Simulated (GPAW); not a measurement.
The system is ZrSe2.

```
CELL_PARAMETERS angstrom
3.79800 0.00000 0.00000
-1.89900 3.28916 0.00000
0.00000 0.00000 6.19200
ATOMIC_POSITIONS crystal
Zr 0.00000 0.00000 0.00000
Se 0.66667 0.33333 0.75000
Se 0.33333 0.66667 0.25000
```

Program: GPAW 26.7.0. Alike in all runs: task band structure; cell as given; cutoff (eV) 600; smearing fermi-dirac 0.05 eV.

Order these runs on this cell by their pressure, lowest first.
A. level PBEsol; potentials or basis PAW data sets generated in the run's folder for this functional, pw; spin off; k mesh 8 × 8 × 5; band points 60
B. level LDA; potentials or basis the program's PAW data sets (release 1.2.1) made for this functional, pw; spin SOC, no magnetisation; k mesh 6 × 6 × 3; band points 100; spin axis theta (degrees) 90; spin axis phi (degrees) 0
C. level r2SCAN; potentials or basis GPAW PAW data sets (gpaw-data 1.2.1), pw; spin SOC, no magnetisation; k mesh 6 × 6 × 4; band points 80; spin axis theta (degrees) 54.7; spin axis phi (degrees) 45

B (-3.4 GPa), A (-1.4 GPa), C (1.3 GPa).

Caveats: spin-orbit coupling was added after a scalar SCF, so levels and gaps hold it while energy, forces, pressure and moments don't (some runs); the PAW data sets were made with another functional, which shifts forces and pressure a little (some runs); this functional lacks dispersion, which binds the layers, so the pressure and a relaxed spacing across them are unreliable (some runs).

Runs at the PBE level aren't shown here.
